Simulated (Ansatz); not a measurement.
# Cu3Au (Auricupride) (Pm-3m) in Ansatz: further runs

One crystal, Cu3Au (Auricupride), is run at these levels: LDA, PBEsol; tasks: relaxation of cell and atoms.

All numbers are computed with Ansatz 0.2.0; they aren't measurements. Logs are shortened: lines on timing, memory, paths and dates and some standing lists are left out, and cuts for length are marked.

## 1. The structure

It takes space group Pm-3m (No. 221, cubic). Conventional cell: a = 3.740 Å, b = 3.740 Å, c = 3.740 Å, α = 90.00°, β = 90.00°, γ = 90.00°. Au (site symmetry m-3m) is surrounded by 12 Cu at 2.64 Å. Around Cu (site symmetry 4/mmm) lie 4 Au at 2.64 Å and 8 Cu at 2.64 Å.

## 2. Relaxation of cell and atoms, LDA

Contents of input.yaml:

```yaml
crystal:
  lattice:
    - [3.74, 0.0, 0.0]
    - [0.0, 3.74, 0.0]
    - [0.0, 0.0, 3.74]
  atoms:
    - { symbol: Au, position: [0.0, 0.0, 0.0] }
    - { symbol: Cu, position: [0.5, 0.5, 0.0] }
    - { symbol: Cu, position: [0.5, 0.0, 0.5] }
    - { symbol: Cu, position: [0.0, 0.5, 0.5] }
hamiltonian:
  xc: lda
  pseudopotentials: { kind: paw, azcp: { folder: soft_1 } }
kpoints:
  mp_grid: { grid: [7, 7, 7] }
scf:
  occupations: { method: fermi_dirac, width: 0.05 }
output:
  forces: true
  stress: true
  eigenvalues: true
relax:
  f_tol: 0.01
  max_steps: 40
  cell: { stress_tol: 0.05 }
```

Potentials or basis: Ansatz PAW soft_1.

Run with:

```console
> ansatz run input.yaml --threads 2 --pin off --max-ram 5632MiB --backend cpu --events-out ev --progress --plain --runs-dir out
```

The program printed:

```text
Warning: the record states the generating functional pbe (its physics header spells it `PBE`), which answers neither for hamiltonian.xc's functional nor for the lda family's — results may be inconsistent (PPs are generated against a specific XC)
Warning: the record states the generating functional pbe (its physics header spells it `PBE`), which answers neither for hamiltonian.xc's functional nor for the lda family's — results may be inconsistent (PPs are generated against a specific XC)
Warning: RAYON_NUM_THREADS=2 ignored (pool sized by the plan → 2); use --threads N
Engine: ansatz 0.2.0, x86_64-unknown-linux-gnu
Pseudopotentials: kind: paw
Pseudopotential: Au, paw, valence charge 19, recommended cutoff 420 eV (normal), <dir>
Pseudopotential: Cu, paw, valence charge 19, recommended cutoff 420 eV (normal), <dir>
Functional definition: SPW92
  exchange = slater_x
  correlation = pw_c
Crystal: 4 atoms, lattice volume = 52.314 Å³
Basis set: ecut = 420 eV, 1021 PW (Γ)
Bands: 46, of which v1, the nominal top of the filled ones, is band 38 counted from 1 (37 counted from 0)
Symmetry: 48 space group operations
Space group: Pm-3m (ITA 221), of the structure as read, at distance tolerance 3.7e-5 Å
k-points: 20 of 343
Non-local potential: Au, projectors of the file, l = 0: 3, l = 1: 2, l = 2: 2, l = 3: 1
Non-local potential: Cu, projectors of the file, l = 0: 3, l = 1: 2, l = 2: 3, l = 3: 1
PAW form: soft (Blöchl's): semilocal exchange-correlation on the pseudo side does not see the compensation charge
PAW frozen core: Au, regenerated for the run's functional, and the local potential with it (the file was generated under x = pbe(κ = 0.804, μ = 0.2195149727645171), c = pbe(β = 0.06672455060314922))
PAW frozen core: Cu, regenerated for the run's functional, and the local potential with it (the file was generated under x = pbe(κ = 0.804, μ = 0.2195149727645171), c = pbe(β = 0.06672455060314922))
PAW one-centre angular grid: Au, 590 points (default); XC on 64 Gauss nodes
PAW one-centre angular grid: Cu, 590 points (default); XC on 64 Gauss nodes
Initial density: superposition of atomic densities (chi_scale 0.1, normalization cell, long waves kept (reshape's long-wave potential 0.00 eV rms))
Initial wavefunctions: pseudopotential atomic-orbital guess
Functional: x = slater, c = lda
SCF iter   1: F=—  HF=-32539.809278 eV  |F-HF|=—  |Δ(HF+E_count)|=         —  Δρ=1.97e-1  dr2=3.35e1  ethr=3.10e-3  ⟨swp⟩=4.9  Hψ=2926  notcnv=0  defer=5
preconditioner: auto → Kerker (q_TF=auto, 2.904 Å⁻¹)  [metal: Δε(μ)=0.064 eV  Ē_g=10.300 eV  σ=0.050 eV  W_gap=0.30  n_scr=18 (ndim 8)  ℏωp=34.1 eV  f_vac=0.000  D(μ)=1.16/eV (n_scr^D=6)]
SCF iter   2: F=—  HF=-32535.768728 eV  |F-HF|=—  |Δ(HF+E_count)|=    4.04e0  Δρ=1.06e-1  dr2=1.09e1  ethr=3.10e-3  ⟨swp⟩=2.5  Hψ=1708  notcnv=0  defer=46
preconditioner: auto → Resta (q_TF=auto, 2.904 Å⁻¹)  ε∞=11.6  [insulator: Δε(μ)=0.212 eV  Ē_g=10.438 eV  σ=0.050 eV  W_gap=0.61  n_scr=18 (ndim 8)  ℏωp=34.1 eV  f_vac=0.000  D(μ)=1.06/eV (n_scr^D=6)  ε∞_Penn≈11.6]
SCF iter   3: F=—  HF=-32533.878339 eV  |F-HF|=—  |Δ(HF+E_count)|=    1.89e0  Δρ=3.81e-2  dr2=7.01e-1  ethr=3.10e-3  ⟨swp⟩=3.0  Hψ=1630  notcnv=0  defer=46
SCF iter   4: F=—  HF=-32533.696295 eV  |F-HF|=—  |Δ(HF+E_count)|=   1.82e-1  Δρ=1.57e-2  dr2=2.05e-1  ethr=9.23e-4  ⟨swp⟩=2.0  Hψ=1520  notcnv=0  defer=48
SCF iter   5: F=—  HF=-32533.644247 eV  |F-HF|=—  |Δ(HF+E_count)|=   5.20e-2  Δρ=3.16e-3  dr2=8.25e-3  ethr=2.70e-4  ⟨swp⟩=2.5  Hψ=1355  notcnv=0  defer=48
SCF iter   6: F=—  HF=-32533.640126 eV  |F-HF|=—  |Δ(HF+E_count)|=   4.12e-3  Δρ=9.57e-4  dr2=1.21e-3  ethr=1.09e-5  ⟨swp⟩=2.4  Hψ=1642  notcnv=0  defer=48
SCF iter   7: F=—  HF=-32533.639897 eV  |F-HF|=—  |Δ(HF+E_count)|=   2.29e-4  Δρ=2.79e-4  dr2=4.14e-5  ethr=1.59e-6  ⟨swp⟩=2.0  Hψ=1216  notcnv=0  defer=48
SCF iter   8: F=—  HF=-32533.639869 eV  |F-HF|=—  |Δ(HF+E_count)|=   2.81e-5  Δρ=1.12e-4  dr2=3.66e-6  ethr=5.45e-8  ⟨swp⟩=2.0  Hψ=1628  notcnv=0  defer=48
SCF iter   9: F=—  HF=-32533.639870 eV  |F-HF|=—  |Δ(HF+E_count)|=   1.27e-6  Δρ=2.93e-5  dr2=4.26e-7  ethr=4.81e-9  ⟨swp⟩=2.0  Hψ=1303  notcnv=0  defer=48
SCF iter  10: F=-32533.639870 eV  HF=-32533.639870 eV  |F-HF|=1.45e-8  |Δ(HF+E_count)|=   2.77e-7  Δρ=6.08e-6  dr2=2.15e-8  ethr=1.32e-10  ⟨swp⟩=9.9  Hψ=3829  notcnv=0
[... 41 lines left out ...]
relax step   4: F+E_penalty+E_count = -32533.72929448 eV  Δ(F+E_penalty+E_count) = +4.554e-6 eV  max|allowed force component| = 1.538e-28 eV/Å  Δτ_max = 0.0000 Å  P = -0.001 GPa  Ω = 49.441 Å³  energy of the carried Pulay correction = +1.463e-3 eV  (6 SCF iters, dr2 threshold 3.76e-8 eV, accepted)
Initial wavefunctions: pseudopotential atomic-orbital guess (no wavefunctions were taken with the density)
iter 1 solved again at ethr=1.03e-8 eV; its pass at ethr=3.10e-3 eV (dr2=7.80e-6 eV) is discarded
SCF iter   1: F=—  HF=-32533.727734 eV  |F-HF|=—  |Δ(HF+E_count)|=         —  Δρ=1.10e-4  dr2=7.47e-7  ethr=1.03e-8  ⟨swp⟩=3.0  Hψ=5491  notcnv=0
SCF iter   2: F=—  HF=-32533.727740 eV  |F-HF|=—  |Δ(HF+E_count)|=   6.10e-6  Δρ=8.60e-5  dr2=1.98e-6  ethr=9.83e-10  ⟨swp⟩=2.0  Hψ=1680  notcnv=0
SCF iter   3: F=—  HF=-32533.727740 eV  |F-HF|=—  |Δ(HF+E_count)|=   2.26e-8  Δρ=2.23e-5  dr2=1.05e-7  ethr=9.83e-10  ⟨swp⟩=2.0  Hψ=1237  notcnv=0
SCF iter   4: F=—  HF=-32533.727740 eV  |F-HF|=—  |Δ(HF+E_count)|=   1.56e-7  Δρ=4.24e-6  dr2=7.34e-9  ethr=1.38e-10  ⟨swp⟩=2.0  Hψ=1680  notcnv=0
SCF iter   5: F=—  HF=-32533.727740 eV  |F-HF|=—  |Δ(HF+E_count)|=   1.89e-8  Δρ=1.96e-6  dr2=1.87e-9  ethr=9.65e-12  ⟨swp⟩=2.0  Hψ=1359  notcnv=0
SCF iter   6: F=—  HF=-32533.727740 eV  |F-HF|=—  |Δ(HF+E_count)|=  1.67e-10  Δρ=6.45e-7  dr2=2.45e-10  ethr=2.46e-12  ⟨swp⟩=2.0  Hψ=1680  notcnv=0
SCF iter   7: F=-32533.727740 eV  HF=-32533.727740 eV  |F-HF|=1.46e-11  |Δ(HF+E_count)|=  2.55e-11  Δρ=2.01e-7  dr2=2.68e-11  ethr=1.00e-12  ⟨swp⟩=3.0  Hψ=3006  notcnv=0
SCF 5 converged in 7 iterations: F = -32533.727740 eV  dr2 = 2.68e-11
relax step   5: F+E_penalty+E_count = -32533.72773975 eV  Δ(F+E_penalty+E_count) = +1.555e-3 eV  max|allowed force component| = 1.530e-28 eV/Å  Δτ_max = 0.0000 Å  P = +0.009 GPa  Ω = 49.441 Å³  stress off target by 8.53e-3 GPa  SCF on the basis re-selected at this cell (its energy is not comparable with the rows above)  (7 SCF iters)
basis re-selected at this cell: Δ(F+E_penalty+E_count) = +1.555e-3 eV, ΔP = +0.010 GPa vs the last step (what re-selecting the basis moved, of the pressure what is left beyond the Pulay correction that the steps carried, after the strain that the cell walked since its last selection, with what the two solves' SCF thresholds leave and, on support functions, any second-order correction that the steps lacked; it is no measure of the basis error at this ecutwfc). This SCF's stress stands 8.53e-3 GPa from its target on what of the cell is left free (relax.cell.stress_tol is 5.00e-2 GPa) and its largest allowed force component is 1.53e-28 eV/Å (relax.f_tol is 1.00e-2 eV/Å): within both
SCF converged after 7 iterations
Free energy (F): -32533.727740 eV
Harris-Foulkes:  -32533.727740 eV  (|F-HF|=1.46e-11)
Internal energy: -32533.715135 eV  (E = F + TS)
E sigma→0 (E₀):  -32533.721438 eV
Entropy (-TS):   -0.012604 eV (-3.151 meV/atom)
Fermi energy:    18.778266 eV
--- Per-component energies (eV) ---
  E_band       = -1210.356357
  E_kinetic    = 1368.394787
  E_local      = -14989.176368  (includes V_loc(G=0)·N_el)
  E_nonlocal   = 2788.491212
  E_hartree    = 6392.940881
  E_xc         = -423.075441
  E_vxc        = -532.156018  (∫ρ·V_xc dr)
  E_paw        = -14685.818961  (= ΣΔE_a)
  E_vpaw       = -2631.796210  (= ΣTr[D̂ρ^β])
  E_aug_tail   = 0.004000  (compensation charges beyond the density's cutoff)
  E_ewald      = -12987.346974
  E_core_change = 1.871729  (= ΣΔE_core)
  E_smearing   = -0.012604  (= −TS)
  E_closure    = 0.000000  (closes the sum)
  Σ components = -32533.727740   (vs F -32533.727740, Δ=0.00e0)
--- Forces (eV/Å), atoms counted from 1 ---
  atom   1  Au    -0.00000000     0.00000000    -0.00000000
  atom   2  Cu     0.00000000    -0.00000000    -0.00000000
  atom   3  Cu     0.00000000    -0.00000000     0.00000000
  atom   4  Cu    -0.00000000    -0.00000000     0.00000000
  max |Σ_I F_I| component: 1.96e-28 eV/Å
--- Stress (GPa, compression-positive) ---
        0.008529       0.000000      -0.000000
        0.000000       0.008529      -0.000000
       -0.000000      -0.000000       0.008529
  P = ⅓ Tr σ = 0.0085 GPa (0.085 kbar)
--- Band table (eV; the first three rows and the last of 20) ---
  k-point 0: bands = ["-92.9390", "-92.9270", "-92.9270", "-87.6314", "-50.7874", "-50.7874", "-50.7874", "-50.7539", "-50.7539", "-50.7539", "-50.7225", "-50.7225", "-50.7225", "-38.8465", "-38.8465", "-38.8465", "8.5683", "11.9393", "11.9393", "12.8353", "12.8353", "12.8353", "13.8617", "15.4556", "15.4556", "15.4556", "16.4283", "16.4283", "17.0601", "17.1451", "17.1451", "17.2208", "17.2208", "17.2208", "17.4277", "17.4277", "17.4277", "19.9506", "19.9506", "19.9506", "25.2144", "26.8290", "26.8290", "30.0043", "30.0043", "30.0043"]
  k-point 1: bands = ["-92.9385", "-92.9275", "-92.9270", "-87.6315", "-50.7856", "-50.7856", "-50.7844", "-50.7544", "-50.7544", "-50.7540", "-50.7255", "-50.7237", "-50.7237", "-38.8476", "-38.8465", "-38.8465", "8.8255", "12.0401", "12.0663", "12.8915", "12.9050", "12.9050", "13.9270", "15.3815", "15.5098", "15.5098", "16.3371", "16.4610", "16.7984", "16.7984", "16.9776", "17.0254", "17.0841", "17.1782", "17.1782", "17.2209", "17.4267", "18.7117", "20.7351", "20.7351", "25.6760", "26.7032", "28.0620", "29.6968", "29.7706", "29.7706"]
  k-point 2: bands = ["-92.9370", "-92.9289", "-92.9270", "-87.6315", "-50.7810", "-50.7810", "-50.7762", "-50.7559", "-50.7559", "-50.7542", "-50.7339", "-50.7267", "-50.7267", "-38.8502", "-38.8466", "-38.8466", "9.5554", "12.2879", "12.3078", "13.0314", "13.0947", "13.0947", "14.0968", "15.2015", "15.6053", "15.6053", "16.0324", "16.0330", "16.0330", "16.5522", "16.6855", "16.7187", "16.8223", "16.8440", "16.8440", "16.9772", "17.2213", "17.4249", "22.3056", "22.3056", "26.0486", "26.4011", "28.2805", "28.2805", "28.9127", "29.2103"]
  k-point 19: bands = ["-92.9314", "-92.9308", "-92.9308", "-87.6314", "-50.7973", "-50.7844", "-50.7843", "-50.7843", "-50.7337", "-50.7337", "-50.7332", "-50.7221", "-50.7221", "-38.8506", "-38.8504", "-38.8504", "11.9176", "11.9953", "11.9953", "13.0593", "14.0805", "14.0805", "15.2962", "15.4378", "15.4378", "15.6533", "15.6533", "15.7360", "16.3785", "16.4377", "16.4377", "16.7354", "17.0461", "17.0461", "17.0837", "17.1672", "17.1672", "18.2911", "18.2911", "18.3548", "22.0128", "23.4452", "23.4452", "24.2320", "36.5466", "36.5466"]
--- Relaxed structure (4 steps of the walk, 4 accepted, 1 SCFs on fresh bases) ---
  F+E_penalty+E_count = -32533.72773975 eV   max|allowed force component| = 1.530e-28 eV/Å   (the final SCF, on the basis selected at the relaxed cell)
  cell:  # Å, volume = 49.4407 Å³
    - [3.6702430870375804, -3.611118645726067e-35, 2.5679065925163143e-34]
    - [-3.611118645726067e-35, 3.6702430870375804, 0.0]
    - [2.5679065925163143e-34, 0.0, 3.6702430870375804]
  atoms:
    - { symbol: Au, position: [-1.7165151019483467e-35, 9.44083306072205e-35, -3.4330302038989134e-35] }
    - { symbol: Cu, position: [0.5000000000000001, 0.5000000000000001, 5.345529420184391e-51] }
    - { symbol: Cu, position: [0.5000000000000001, -9.440833060722856e-35, 0.5000000000000001] }
    - { symbol: Cu, position: [1.0299090611699658e-34, 0.5000000000000001, 0.5000000000000001] }
```

It took 11 s on 2 threads of Intel Xeon Platinum 8259CL at 2.50GHz (Skylake/Cascade Lake), shared host; peak memory 0.41 GiB.

Results:

| Item | Value |
| --- | --- |
| Free energy | -32533.7277 eV |
| Relaxed volume | 12.36 Å³/atom |
| Relaxed cell | a = 3.670 Å, b = 3.670 Å, c = 3.670 Å, α = 90.00°, β = 90.00°, γ = 90.00° |
| Space group after relaxing (to 0.05 Å) | Pm-3m (No. 221) |
| Energy gained by relaxing | 22.0 meV/atom |
| Ionic steps | 5 |
| Pressure after relaxing | 0.0 GPa |
| Band gap on the k mesh | none (metal or under the smearing width) |

The path:
| step | energy change (eV) | largest force (eV/Å) | volume (Å³) |
| --- | --- | --- | --- |
| 1 | 0.0000 | 0.0000 | 52.31 |
| 2 | -0.0886 | 0.0000 | 49.69 |
| 3 | -0.0894 | 0.0000 | 49.41 |
| 4 | -0.0894 | 0.0000 | 49.44 |
| 5 | -0.0879 | 0.0000 | 49.44 |

Final structure:
```cif
data_structure
_symmetry_space_group_name_H-M 'P 1'
_symmetry_Int_Tables_number 1
_cell_length_a 3.6702
_cell_length_b 3.6702
_cell_length_c 3.6702
_cell_angle_alpha 90.000
_cell_angle_beta 90.000
_cell_angle_gamma 90.000
_cell_volume 49.44
loop_
_atom_site_label
_atom_site_type_symbol
_atom_site_fract_x
_atom_site_fract_y
_atom_site_fract_z
_atom_site_occupancy
Au1 Au 0.00000 0.00000 0.00000 1
Cu1 Cu 0.50000 0.50000 0.00000 1
Cu2 Cu 0.50000 0.00000 0.50000 1
Cu3 Cu 0.00000 0.50000 0.50000 1
```

Caveat: the plane-wave basis is chosen anew once the cell has moved, so the energies of steps on either side of that aren't comparable; the PAW data sets come from PBE, with cores solved anew for the run's functional, which leaves a small shift of forces and pressure. Zero-point motion and thermal expansion aren't in these numbers.

## 3. Relaxation of cell and atoms, PBEsol

Changes to input.yaml since step 2:

```diff
@@ -11,3 +11,3 @@
 hamiltonian:
-  xc: lda
+  xc: pbesol
   pseudopotentials: { kind: paw, azcp: { folder: soft_1 } }
```

Potentials or basis: Ansatz PAW soft_1.

Run with:

```console
> ansatz run input.yaml --threads 2 --pin off --max-ram 5632MiB --backend cpu --events-out ev --progress --plain --runs-dir out
```

Run time: 9.5 s. Hardware: 2 threads of Intel Xeon Platinum 8259CL at 2.50GHz (Skylake/Cascade Lake), shared host; peak memory 0.42 GiB.

The run converged. Its results:

| Quantity | Value |
| --- | --- |
| Free energy | -32775.3613 eV |
| Relaxed volume | 12.78 Å³/atom |
| Relaxed cell | a = 3.712 Å, b = 3.712 Å, c = 3.712 Å, α = 90.00°, β = 90.00°, γ = 90.00° |
| Space group after relaxing (to 0.05 Å) | Pm-3m (No. 221) |
| Energy gained by relaxing | 3.4 meV/atom |
| Ionic steps | 4 |
| Pressure after relaxing | 0.0 GPa |
| Band gap on the k mesh | none (metal or under the smearing width) |

The path:
```csv
step,energy change (eV),largest force (eV/Å),volume (Å³)
1,0.0000,0.0000,52.31
2,-0.0139,0.0000,51.28
3,-0.0142,0.0000,51.14
4,-0.0134,0.0000,51.14
```

Final structure:
```xyz
4
Lattice="3.7118 0.0000 0.0000 0.0000 3.7118 0.0000 0.0000 0.0000 3.7118" Properties=species:S:1:pos:R:3 pbc="T T T"
Au    0.0000    0.0000    0.0000
Cu    1.8559    1.8559    0.0000
Cu    1.8559    0.0000    1.8559
Cu    0.0000    1.8559    1.8559
```

Levels at points of the mesh, in eV from the Fermi level:
| k point | band 36 | band 37 | band 38 | band 39 | band 40 | band 41 |
| --- | --- | --- | --- | --- | --- | --- |
| (0.00, 0.00, 0.00) | -1.30 | -1.30 | 1.20 | 1.20 | 1.20 | 6.22 |

Caveat: the plane-wave basis is chosen anew once the cell has moved, so the energies of steps on either side of that aren't comparable; the PAW data sets come from PBE, with cores solved anew for the run's functional, which leaves a small shift of forces and pressure. Spin-orbit coupling is left out, which matters for the levels of Au.
